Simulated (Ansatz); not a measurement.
SnSe:

```xyz
8
Lattice="11.4200 0.0000 0.0000 0.0000 4.1900 0.0000 0.0000 0.0000 4.4600" Properties=species:S:1:pos:R:3 pbc="T T T"
Sn   10.0153    3.1425    4.0541
Sn    7.1147    1.0475    1.8241
Sn    4.3053    3.1425    2.6359
Sn    1.4047    1.0475    0.4059
Se    7.3431    3.1425    4.3886
Se    9.7869    1.0475    2.1586
Se    1.6331    3.1425    2.3014
Se    4.0769    1.0475    0.0714
```

```yaml
Program: Ansatz 0.2.0
Task: relaxation of cell and atoms
Functional: revPBE
Potentials_or_basis: Ansatz PAW
Cutoff: "420 eV (not typed: the program's choice for these potentials)"
k_mesh: 3 × 6 × 6
Occupations: fermi-dirac, width 0.05 eV
Spin: no spin polarisation
```

At the start: volume 26.68 Å³/atom.

Task: How do energy, volume and symmetry change on relaxing?

Result: It ends after 9 steps and the volume is 30.09 Å³/atom (+12.8 %); space group Pnma (No. 62, to 0.05 Å).

The path:
| step | energy change (eV) | largest force (eV/Å) | volume (Å³) |
| --- | --- | --- | --- |
| 1 | 0.0000 | 0.3386 | 213.41 |
| 2 | -0.2014 | 0.2042 | 236.19 |
| 3 | -0.2289 | 0.0679 | 237.69 |
| 4 | -0.2351 | 0.0421 | 237.03 |
| 5 | -0.2383 | 0.0401 | 238.77 |
| 6 | -0.2400 | 0.0190 | 241.34 |
| 7 | -0.2405 | 0.0039 | 240.55 |
| 8 | -0.2405 | 0.0016 | 240.71 |
| 9 | -0.2450 | 0.0020 | 240.71 |

Final structure:
```
Sn Se
1.0
    12.10945    0.00000    0.00000
     0.00000    4.22439    0.00000
     0.00000    0.00000    4.70555
Sn Se
4 4
Direct
  0.87455 0.75000 0.87408
  0.62545 0.25000 0.37408
  0.37455 0.75000 0.62592
  0.12545 0.25000 0.12592
  0.64781 0.75000 0.97842
  0.85219 0.25000 0.47842
  0.14781 0.75000 0.52158
  0.35219 0.25000 0.02158
```

Caveat: the plane-wave basis is chosen anew once the cell has moved, so the energies of steps on either side of that aren't comparable; this functional lacks dispersion, which binds the layers, so the pressure and a relaxed spacing across them are unreliable; the volume moved by +13 % from the deposited cell, more than functionals usually miss; the PAW data sets come from PBE, with cores solved anew for the run's functional, which leaves a small shift of forces and pressure.
